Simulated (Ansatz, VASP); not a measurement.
# One calculation of SiC, two programs

```xyz
2
Lattice="0.0000 1.9829 1.9829 1.9829 0.0000 1.9829 1.9829 1.9829 0.0000" Properties=species:S:1:pos:R:3 pbc="T T T"
C     0.0000    0.0000    0.0000
Si    1.9829    1.9829    1.9829
```

Alike in both runs: task single point; functional PBEsol; k mesh 18 × 18 × 18; occupations fermi-dirac, width 0.15 eV; no spin polarisation.

|  | VASP | Ansatz |
| --- | --- | --- |
| version | VASP 6.6.1 | Ansatz 0.2.0 |
| potentials or method | VASP PAW PBE potentials, release 64 (C, Si) | scalar-relativistic, plane waves, PAW |
| plane-wave cutoff (eV) | 520 | 420 |
| valence electrons in the cell | 8 | 8 |

Ansatz gave:

| Item | Value |
| --- | --- |
| gap on the k mesh at the Fermi level (eV) | none |
| pressure (GPa) | 15.3 |

Task: Estimate VASP's values.

Result: gap on the k mesh at the Fermi level (eV): none; pressure (GPa): 15.9.

A gap of «none» marks a metal or a gap that the smearing closes. With one functional, cell and mesh, what is left measures potentials, basis and numerics.

Caveats: so large a pressure means that the cell lies far from this level's equilibrium, or that cutoff or potentials fall short (VASP); the potentials were made for another functional, which shifts forces and pressure (VASP).
